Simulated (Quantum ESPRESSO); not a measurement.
The system is GaN.

```
Ga N
1.0
     3.18000    0.00000    0.00000
    -1.59000    2.75396    0.00000
     0.00000    0.00000    5.16600
Ga N
2 2
Cartesian
  1.5900 0.9180 2.5830
  0.0000 1.8360 0.0000
  1.5900 0.9180 4.5203
  0.0000 1.8360 1.9373
```

Base run:

```yaml
Program: Quantum ESPRESSO 7.5
Functional: HCTH
Potentials_or_basis: PseudoDojo 0.4.1 SR PBE standard
Cutoff: 1143 eV
Density_cutoff: 4572 eV
k_mesh: 10 × 10 × 5
Occupations: fermi-dirac, width 0.05 eV
Spin: no spin polarisation
```

Its results: band gap on the k mesh 2.34 eV, direct; pressure 9.1 GPa; largest force 0.146 eV/Å.

**Question.** The run is repeated on the same cell with these changes: functional from HCTH to SOGGA. What comes out?

**Answer.** Band gap on the k mesh 1.86 eV, direct; pressure 0.5 GPa; largest force 0.134 eV/Å.

Caveats: the potentials were made for another functional, which shifts forces and pressure; SOGGA exchange is joined with the correlation of PBE here (some runs).
